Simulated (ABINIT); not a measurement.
# Al (P6_3/mmc) in ABINIT: reference runs

Aim: a first look at Al with PBEsol, on the cell as given and on a disturbed one.

Program: ABINIT 10.8.3 (patched build). These are calculated values, not measurements. Logs are shortened: lines on timing, memory, paths and dates and some standing lists are left out, and cuts for length are marked. The log counts tension as positive stress, the text compression.

### Step 1. The structure

Symmetry: P6_3/mmc, No. 194, hexagonal system. Conventional cell: a = 2.812 Å, b = 2.812 Å, c = 4.867 Å, α = 90.00°, β = 90.00°, γ = 120.00°. Around Al (site symmetry -6m2) lie 12 Al at 2.81 to 2.93 Å.

This isn't the form of Al at room conditions, which is fcc.

### Step 2. Single point, PBEsol

File run.abi:

```
pp_dirpath "./"
pseudos "Al.upf"

acell 5.3147703521 5.314770352 9.1970135896
rprim
     1.0000000000     0.0000000000     0.0000000000
    -0.5000000000     0.8660254038     0.0000000000
     0.0000000000     0.0000000000     1.0000000000
ntypat 1
znucl 13
natom 2
typat 1 1
xred
     0.3333333333     0.6666666667     0.2500000000
     0.6666666667     0.3333333333     0.7500000000

ecut 20.0

kptopt 1
ngkpt 11 11 6
nshiftk 1
shiftk 0.0 0.0 0.0

ixc -116133

nband 7
occopt 3
tsmear 0.05 eV

nstep 100
tolvrs 1.0e-10

iomode 3
prtwf 0
prtden 0
prteig 0
prtebands 0
```

Potentials or basis: PseudoDojo NC SR PBEsol v0.4.1 standard.

The run is started by

```console
abinit run.abi > log 2>&1
```

run.abo:

```text
.Version 10.8.3 of ABINIT
 Symmetries : space group P6_3/m m c (#194); Bravais hP (primitive hexag.)
================================================================================
 Values of the parameters that define the memory need of the present run
     intxc =       0    ionmov =       0      iscf =       7    lmnmax =       6
     lnmax =       6     mgfft =      40  mpssoang =       3    mqgrid =    3001
     natom =       2  nloc_mem =       1    nspden =       1   nspinor =       1
    nsppol =       1      nsym =      24    n1xccc =    2501    ntypat =       1
    occopt =       3   xclevel =       2
       mpw =         984          nfft =       23040          nkpt =          64
================================================================================
================================================================================

--------------------------------------------------------------------------------
------------- Echo of variables that govern the present computation ------------
--------------------------------------------------------------------------------
 -outvars: echo values of preprocessed input variables --------
            acell      5.3147703521E+00  5.3147703520E+00  9.1970135896E+00 Bohr
              amu      2.69815390E+01
             ecut      2.00000000E+01 Hartree
                       outvar_i_n : Printing only first  50 k-points.
              ixc     -116133
                       outvar_i_n : Printing only first  50 k-points.
         kptrlatt       11    0    0      0   11    0      0    0    6
          kptrlen      5.51820815E+01
            natom           2
            nband           7
            ngfft          24      24      40
             nkpt          64
            nstep         100
             nsym          24
           ntypat           1
                       prtocc : prtvol=0, do not print more k-points.
           occopt           3
           prtden           0
        prtebands           0
           prteig           0
            prtwf           0
            rprim      1.0000000000E+00  0.0000000000E+00  0.0000000000E+00
                      -5.0000000000E-01  8.6602540380E-01  0.0000000000E+00
                       0.0000000000E+00  0.0000000000E+00  1.0000000000E+00
          spgroup         194
           tolvrs      1.00000000E-10
           tsmear      1.83746611E-03 Hartree
            typat      1  1
                       outvars : Printing only first  50 k-points.
           xangst      1.7639269195E-11  1.6237718532E+00  1.2167124992E+00
                       1.4062276748E+00  8.1188592659E-01  3.6501374975E+00
            xcart      3.3333387839E-11  3.0684840935E+00  2.2992533974E+00
                       2.6573851761E+00  1.5342420467E+00  6.8977601922E+00
             xred      3.3333333333E-01  6.6666666667E-01  2.5000000000E-01
                       6.6666666667E-01  3.3333333333E-01  7.5000000000E-01
            znucl       13.00000

================================================================================

 chkinp: Checking input parameters for consistency.

================================================================================
== DATASET  1 ==================================================================

--- !DatasetInfo
iteration_state: {dtset: 1, }
dimensions: {natom: 2, nkpt: 64, mband: 7, nsppol: 1, nspinor: 1, nspden: 1, mpw: 984, }
cutoff_energies: {ecut:  20.0, pawecutdg:  -1.0, }
electrons: {nelect:   6.00000000E+00, charge:   0.00000000E+00, occopt:   3.00000000E+00, tsmear:   1.83746611E-03, }
meta: {optdriver: 0, ionmov: 0, optcell: 0, iscf: 7, paral_kgb: 0, }
...

 Real(R)+Recip(G) space primitive vectors, cartesian coordinates (Bohr,Bohr^-1):
 R(1)=  5.3147704  0.0000000  0.0000000  G(1)=  0.1881549  0.1086313  0.0000000
 R(2)= -2.6573852  4.6027261  0.0000000  G(2)=  0.0000000  0.2172625  0.0000000
 R(3)=  0.0000000  0.0000000  9.1970136  G(3)=  0.0000000  0.0000000  0.1087309
 Unit cell volume ucvol=  2.2498132E+02 bohr^3
 Angles (23,13,12)=  9.00000000E+01  9.00000000E+01  1.20000000E+02 degrees

 getcut: wavevector=  0.0000  0.0000  0.0000  ngfft=  24  24  40
         ecut(hartree)=     20.000   => boxcut(ratio)=   2.16039

--- Pseudopotential description ------------------------------------------------
- pspini: atom type   1  psp file is ./Al.upf
12 -116133 2 -1 1876                          pspcod,pspxc,lmax,lloc,mmax
     nproj     2     2     2

   8.22111415E+00                                ecore*ucvol(ha*bohr**3)
--------------------------------------------------------------------------------

================================================================================

--- !BeginCycle
iteration_state: {dtset: 1, }
solver: {iscf: 7, nstep: 100, nline: 4, wfoptalg: 0, }
tolerances: {tolvrs: 1.00E-10, }
...

     iter   Etot(hartree)      deltaE(h)  residm     vres2
 ETOT  1  -4.6354472633908    -4.635E+00 3.924E-02 1.563E+00
 ETOT  2  -4.6379120700803    -2.465E-03 8.478E-03 8.468E-02
 ETOT  3  -4.6379239632928    -1.189E-05 1.576E-03 1.913E-04
 ETOT  4  -4.6379239932775    -2.998E-08 5.468E-04 1.467E-06
 ETOT  5  -4.6379239935375    -2.600E-10 1.720E-04 1.163E-08
 ETOT  6  -4.6379239935393    -1.767E-12 4.360E-04 7.861E-11

 At SCF step    6       vres2   =  7.86E-11 < tolvrs=  1.00E-10 =>converged.

 Cartesian components of stress tensor (hartree/bohr^3)
  sigma(1 1)= -2.70647139E-06  sigma(3 2)=  0.00000000E+00
  sigma(2 2)= -2.70647139E-06  sigma(3 1)=  0.00000000E+00
  sigma(3 3)=  1.54688362E-04  sigma(2 1)= -1.73495174E-15

--- !ResultsGS
iteration_state: {dtset: 1, }
comment   : Summary of ground state results
lattice_vectors:
- [  5.3147704,   0.0000000,   0.0000000, ]
- [ -2.6573852,   4.6027261,   0.0000000, ]
- [  0.0000000,   0.0000000,   9.1970136, ]
lattice_lengths: [   5.31477,    5.31477,    9.19701, ]
lattice_angles: [ 90.000,  90.000, 120.000, ] # degrees, (23, 13, 12)
lattice_volume:   2.2498132E+02
convergence: {deltae: -1.767E-12, res2:  7.861E-11, residm:  4.360E-04, diffor: null, }
etotal    :  -4.63792399E+00
entropy   :   0.00000000E+00
fermie    :   2.79991088E-01
cartesian_stress_tensor: # hartree/bohr^3
- [ -2.70647139E-06,  -1.73495174E-15,   0.00000000E+00, ]
- [ -1.73495174E-15,  -2.70647139E-06,   0.00000000E+00, ]
- [  0.00000000E+00,   0.00000000E+00,   1.54688362E-04, ]
pressure_GPa:  -1.4639E+00
xred      :
- [  3.3333E-01,   6.6667E-01,   2.5000E-01, Al]
- [  6.6667E-01,   3.3333E-01,   7.5000E-01, Al]
cartesian_forces: # hartree/bohr
- [  1.58323234E-30,  -9.14079620E-31,  -0.00000000E+00, ]
- [ -1.58323234E-30,   9.14079620E-31,  -0.00000000E+00, ]
force_length_stats: {min:   1.82815924E-30, max:   1.82815924E-30, mean:   1.82815924E-30, }
...

 Integrated electronic density in atomic spheres:
 ------------------------------------------------
 Atom  Sphere_radius  Integrated_density
    1        2.00000          0.88710518
    2        2.00000          0.88710518
================================================================================

 ----iterations are completed or convergence reached----

 Mean square residual over all n,k,spin=   21.834E-07; max=  43.599E-05
 reduced coordinates (array xred) for    2 atoms
       0.333333333333      0.666666666667      0.250000000000
       0.666666666667      0.333333333333      0.750000000000
 rms dE/dt=  4.9065E-29; max dE/dt=  8.4145E-30; dE/dt below (all hartree)
    1      -0.000000000000     -0.000000000000      0.000000000000
    2       0.000000000000     -0.000000000000      0.000000000000

 cartesian coordinates (angstrom) at end:
    1      0.00000000001764     1.62377185317758     1.21671249916995
    2      1.40622767481193     0.81188592658879     3.65013749750984

 cartesian forces (hartree/bohr) at end:
    1      0.00000000000000    -0.00000000000000    -0.00000000000000
    2     -0.00000000000000     0.00000000000000    -0.00000000000000
 frms,max,avg= 1.0554882E-30 1.5832323E-30   0.000E+00  0.000E+00  0.000E+00 h/b

 cartesian forces (eV/Angstrom) at end:
    1      0.00000000000000    -0.00000000000000    -0.00000000000000
    2     -0.00000000000000     0.00000000000000    -0.00000000000000
 frms,max,avg= 5.4275387E-29 8.1413080E-29   0.000E+00  0.000E+00  0.000E+00 e/A
 length scales=  5.314770352100  5.314770352000  9.197013589600 bohr
              =  2.812455349606  2.812455349553  4.866849996680 angstroms
 Fermi (or HOMO) energy (hartree) =   0.27999   Average Vxc (hartree)=  -0.36354
 Eigenvalues (hartree) for nkpt=  64  k points:
 kpt#   1, nband=  7, wtk=  0.00138, kpt=  0.0000  0.0000  0.0000 (reduced coord)
  -0.12735    0.09341    0.10153    0.68917    0.69840    0.70465    0.70701
      occupation numbers for kpt#   1
   2.00000    2.00000    2.00000    0.00000    0.00000    0.00000    0.00000
 prteigrs : prtvol=0 or 1, do not print more k-points.

--- !EnergyTerms
iteration_state     : {dtset: 1, }
comment             : Components of total free energy in Hartree
kinetic             :  1.70010184550205E+00
hartree             :  7.47494092982080E-03
xc                  : -2.16002443068691E+00
Ewald energy        : -5.38209973720661E+00
psp_core            :  3.65413183069821E-02
local_psp           :  3.30034399491510E-01
non_local_psp       :  8.30214188832893E-01
internal            : -4.63775747483027E+00
'-kT*entropy'       : -1.66518709012626E-04
total_energy        : -4.63792399353928E+00
total_energy_eV     : -1.26204341167700E+02
band_energy         :  7.06633911460025E-01
...

 Cartesian components of stress tensor (hartree/bohr^3)
  sigma(1 1)= -2.70647139E-06  sigma(3 2)=  0.00000000E+00
  sigma(2 2)= -2.70647139E-06  sigma(3 1)=  0.00000000E+00
  sigma(3 3)=  1.54688362E-04  sigma(2 1)= -1.73495174E-15

-Cartesian components of stress tensor (GPa)         [Pressure= -1.4639E+00 GPa]
- sigma(1 1)= -7.96271375E-02  sigma(3 2)=  0.00000000E+00
- sigma(2 2)= -7.96271375E-02  sigma(3 1)=  0.00000000E+00
- sigma(3 3)=  4.55108875E+00  sigma(2 1)= -5.10440424E-11

== END DATASET(S) ==============================================================
================================================================================

 -outvars: echo values of variables after computation  --------
            acell      5.3147703521E+00  5.3147703520E+00  9.1970135896E+00 Bohr
           etotal     -4.6379239935E+00
            fcart      1.5832323440E-30 -9.1407962001E-31 -0.0000000000E+00
                      -1.5832323440E-30  9.1407962001E-31 -0.0000000000E+00
            rprim      1.0000000000E+00  0.0000000000E+00  0.0000000000E+00
                      -5.0000000000E-01  8.6602540380E-01  0.0000000000E+00
                       0.0000000000E+00  0.0000000000E+00  1.0000000000E+00
           strten     -2.7064713928E-06 -2.7064713925E-06  1.5468836246E-04
                       0.0000000000E+00  0.0000000000E+00 -1.7349517382E-15
           xangst      1.7639269195E-11  1.6237718532E+00  1.2167124992E+00
                       1.4062276748E+00  8.1188592659E-01  3.6501374975E+00
             xred      3.3333333333E-01  6.6666666667E-01  2.5000000000E-01
                       6.6666666667E-01  3.3333333333E-01  7.5000000000E-01
 Calculation completed.
```

It took 4.5 s on 1 thread of AMD EPYC 9R45 (Zen 5), shared host; peak memory 0.07 GiB.

Results:

```
Free energy                                           : -126.2043 eV
Pressure                                              : -1.5 GPa
Band gap on the k mesh                                : none (metal or under the smearing width)
Valence electrons inside the program's atomic spheres : Al 0.89 (radii [1.0584] Å)
```

Stress tensor (GPa, compression positive):
```
 0.08  0.00  0.00
 0.00  0.08  0.00
 0.00  0.00 -4.55
```

### Step 3. Single point, PBEsol (atoms moved at random, drawn with an rms of 0.05 Å)

File run.abi:

```
# Pseudopotentials
pp_dirpath "./"
pseudos "Al.upf"

# Structure
acell 3*1.0
rprim
     5.3147703521     0.0000000000     0.0000000000
    -2.6573851759     4.6027261402     0.0000000000
     0.0000000000     0.0000000000     9.1970135896
ntypat 1
znucl 13
natom 2
typat 1 1
xred
     0.3144180000     0.6469690000     0.2454000000
     0.6697910000     0.3391200000     0.7531780000
chkprim 0
chksymtnons 0
tolsym 1.0e-6

# Plane-wave basis
ecut 20.0

# k points
kptopt 1
ngkpt 11 11 6
nshiftk 1
shiftk 0.0 0.0 0.0

# Exchange and correlation
ixc -116133

# Bands and occupations
nband 7
occopt 3
tsmear 0.05 eV

# SCF cycle
nstep 100
tolvrs 1.0e-10

# Output
iomode 3
prtwf 0
prtden 0
prteig 0
prtebands 0
```

Potentials or basis: PseudoDojo NC SR PBEsol v0.4.1 standard.

The run is started by

```console
abinit run.abi > log 2>&1
```

Wall time 24 s (1 thread of AMD EPYC 9R45 (Zen 5), shared host); peak memory 0.1 GiB.

Results (log left out):

- Free energy: -126.2002 eV
- Pressure: -1.4 GPa
- Largest force: 0.135 eV/Å
- Band gap on the k mesh: none (metal or under the smearing width)
- Valence electrons inside the program's atomic spheres: Al 0.88, 0.89 (radii [1.0584] Å)

Forces on the atoms (eV/Å):
```
Al   0.024  0.046  0.124
Al  -0.024 -0.046 -0.124
```

Stress tensor (GPa, compression positive):
```
 0.21  0.02  0.03
 0.02  0.11  0.07
 0.03  0.07 -4.44
```

Levels at points of the mesh, in eV from the Fermi level:
```
           k point  band 1  band 2  band 3  band 4  band 5  band 6  band 7
(0.00, 0.00, 0.00)  -11.08   -5.07   -4.84   11.07   11.39   11.52   11.62
(0.00, 0.00, 0.50)   -9.62   -9.43    2.31    2.43   12.37   12.39   12.48
```
